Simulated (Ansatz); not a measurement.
# Ge: the cost of one run

Method: DFT PBE, scalar-relativistic, plane waves, PAW, in Ansatz 0.2.0.

## Step 1: The system as given

Symmetry: Cmce, No. 64, orthorhombic system. Conventional cell: a = 7.042 Å, b = 8.152 Å, c = 7.066 Å, α = 90.00°, β = 90.00°, γ = 90.00°. Ge (site symmetry 1) has 4 Ge at 2.49 to 2.52 Å as nearest neighbours.

Coordinates:

```
CELL_PARAMETERS angstrom
3.52090 -4.07622 0.00000
3.52090 4.07622 0.00000
0.00000 0.00000 7.06568
ATOMIC_POSITIONS crystal
Ge 0.31227 0.04534 0.41118
Ge 0.45466 0.18773 0.08882
Ge 0.04534 0.31227 0.58882
Ge 0.18773 0.45466 0.91118
Ge 0.95466 0.68773 0.41118
Ge 0.68773 0.95466 0.58882
Ge 0.81227 0.54534 0.08882
Ge 0.54534 0.81227 0.91118
```

The start is the relaxed end of an invented cell (made as: 4-connected net of one element (Cmce, No. 64)), taken up again for a closer look.

## Step 2: The guess as it stands, on a coarse mesh

The input, input.yaml:

```yaml
crystal:
  lattice:
    - [3.520899, -4.0762159, 0.0]
    - [3.520899, 4.0762159, 0.0]
    - [0.0, 0.0, 7.0656769]
  atoms:
    - { symbol: Ge, position: [0.312273, 0.045339, 0.411182] }
    - { symbol: Ge, position: [0.454661, 0.187727, 0.088818] }
    - { symbol: Ge, position: [0.045339, 0.312273, 0.588818] }
    - { symbol: Ge, position: [0.187727, 0.454661, 0.911182] }
    - { symbol: Ge, position: [0.954661, 0.687727, 0.411182] }
    - { symbol: Ge, position: [0.687727, 0.954661, 0.588818] }
    - { symbol: Ge, position: [0.812273, 0.545339, 0.088818] }
    - { symbol: Ge, position: [0.545339, 0.812273, 0.911182] }
basis:
  ecutwfc: 420
kpoints:
  mp_grid: { grid: [4, 4, 4] }
hamiltonian:
  xc: pbe
scf:
  occupations: { method: gaussian, width: 0.1 }
  lower_state_search: "off"
output:
  forces: true
  stress: true
  eigenvalues: true
```

On the command line:

```bash
$ ansatz run input.yaml --threads 4 --pin off --max-ram 8192MiB --backend cpu --events-out ev --progress --plain --runs-dir out
```

**Question.** How long does this run take on 4 threads of Arm Neoverse V1, shared host, and how much memory does it need?

About 4.5 s, with a peak of 0.7 GiB.
